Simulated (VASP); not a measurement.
NaH:

```
Na H
1.0
     0.00000    2.38642    2.38642
     2.38642    0.00000    2.38642
     2.38642    2.38642    0.00000
Na H
1 1
Direct
  0.00000 0.00000 0.00000
  0.50000 0.50000 0.50000
```

The cell is a database's computed one.

- Program: VASP 6.6.1
- Task: relaxation of cell and atoms
- Functional: LDA
- Potentials or basis: VASP PAW LDA potentials, release 64 (Na_pv, H)
- Cutoff: 600 eV
- k mesh: 8 × 8 × 8
- Occupations: gaussian, width 0.02 eV
- Spin: no spin polarisation

At the start: pressure -1.3 GPa; volume 13.59 Å³/atom.

Q: Where does the relaxation end?

A: Over 4 steps the energy falls by 3.0 meV/atom and the volume is 12.90 Å³/atom (-5.1 %); space group Fm-3m (No. 225, to 0.05 Å).

Step by step:
```csv
step,energy change (eV),largest force (eV/Å),pressure (GPa),volume (Å³)
1,0.0000,0.0000,-1.31,27.18
2,-0.0031,0.0000,-0.94,26.75
3,-0.0059,0.0000,-0.12,25.91
4,-0.0059,0.0000,0.00,25.79
```

Final structure:
```yaml
crystal:
  lattice:
    - [0.00000, 2.34504, 2.34504]
    - [2.34504, 0.00000, 2.34504]
    - [2.34504, 2.34504, 0.00000]
  atoms:
    - { symbol: Na, position: [0.00000, 0.00000, 0.00000] }
    - { symbol: H, position: [0.50000, 0.50000, 0.50000] }
```
